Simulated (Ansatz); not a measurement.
Al under changes of volume

One of the cells (16.603 Å³/atom); the others are scaled copies at fixed shape and fractional positions:

```
CELL_PARAMETERS angstrom
0.00000 2.02481 2.02481
2.02481 0.00000 2.02481
2.02481 2.02481 0.00000
ATOMIC_POSITIONS crystal
Al 0.00000 0.00000 0.00000
```

* Program: Ansatz 0.2.0
* Functional: PBE
* Dispersion: D4
* Potentials or basis: Ansatz PAW
* Cutoff: 420 eV (not typed: the program's choice for these potentials)
* k mesh: 11 × 11 × 11
* Occupations: fermi-dirac, width 0.05 eV
* Spin: no spin polarisation

| volume (Å³/atom) | energy over the lowest point (meV/atom) | pressure (GPa) |
| --- | --- | --- |
| 15.607 | ? | ? |
| 15.939 | 0.00 | -0.4 |
| 16.271 | 2.63 | -2.1 |
| 16.603 | 8.56 | -3.6 |
| 16.935 | 17.46 | -4.9 |
| 17.267 | 28.98 | -6.1 |
| 17.599 | 42.84 | -7.2 |

Question: What does the run at 15.607 Å³/atom give?

Answer: Energy over the lowest point 1.05 meV/atom; pressure 1.5 GPa.

Worked out: A Birch-Murnaghan fit of order 3 (a polynomial in V^(-2/3)) to the other rows has its minimum at 15.87 Å³/atom, just outside them, with B0 = V·E''(V) = 88 GPa and B' = 4.6. It gives 1.10 meV/atom at 15.607 Å³/atom, against the run's 1.05, and -dE/dV = 1.5 GPa, against 1.5.

Energies are extrapolated to zero smearing.

Caveats: pairwise dispersion overbinds metals, which lowers pressure and volume.
